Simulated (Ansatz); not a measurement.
ZnCu2SnS4:

```xyz
8
Lattice="-2.7171 2.7171 5.4248 2.7171 -2.7171 5.4248 2.7171 2.7171 -5.4248" Properties=species:S:1:pos:R:3 pbc="T T T"
Sn    0.0000    0.0000    5.4248
Zn    2.7171    0.0000    2.7124
Cu    0.0000    2.7171    2.7124
Cu    0.0000    0.0000    0.0000
S     1.3944    1.3922    4.0338
S    -1.3922    1.3944    6.8158
S     1.3227    1.3249   -1.3910
S     4.1093    1.3227    1.3910
```

Base run:

| Quantity | Value |
| --- | --- |
| Program | Ansatz 0.2.0 |
| Functional | BLYP |
| Potentials or basis | Ansatz PAW |
| Cutoff | 420 eV (not typed: the program's choice for these potentials) |
| k mesh | 7 × 7 × 7 |
| Occupations | fermi-dirac, width 0.05 eV |
| Spin | no spin polarisation |

Its results: band gap on the k mesh 0.28 eV, direct; pressure 6.5 GPa; largest force 0.632 eV/Å.

Q: The run is repeated on the same cell with these changes: functional from BLYP to PBEsol. What comes out?

A: Band gap on the k mesh 0.23 eV, direct; pressure -1.7 GPa; largest force 0.661 eV/Å.

PBEsol binds more tightly than BLYP, so the same cell stands under less pressure.

Caveats: spin-orbit coupling is left out, which moves the levels of the heavy elements; the PAW data sets come from PBE, with cores solved anew for the run's functional, which leaves a small shift of forces and pressure.
